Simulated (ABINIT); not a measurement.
The system is HfN.

```xyz
2
Lattice="0.0000 2.2560 2.2560 2.2560 0.0000 2.2560 2.2560 2.2560 0.0000" Properties=species:S:1:pos:R:3 pbc="T T T"
Hf    0.0000    0.0000    0.0000
N     2.2560    2.2560    2.2560
```

Program: ABINIT 10.8.3 (patched build). Alike in all runs: no spin polarisation; cell as given; smearing fermi-dirac 0.05 eV. Hardware: 1 thread of Arm Neoverse V2, on a shared host.

Order these runs on this cell by their wall time, lowest first.
A. task band structure; level LDA-PZ; potentials or basis JTH PAW LDA v2.0; k mesh 10 × 10 × 10; cutoff (eV) 680; fine-grid cutoff 1278.94 eV
B. task single point; level PBE; potentials or basis JTH PAW PBE v2.0; k mesh 8 × 8 × 8; cutoff (eV) 680; fine-grid cutoff 1278.94 eV
C. task band structure; level r2SCAN; potentials or basis JTH PAW LDA v2.0; k mesh 10 × 10 × 10; cutoff (eV) 816; fine-grid cutoff 1414.99 eV

B (16 s), A (46 s), C (230 s).
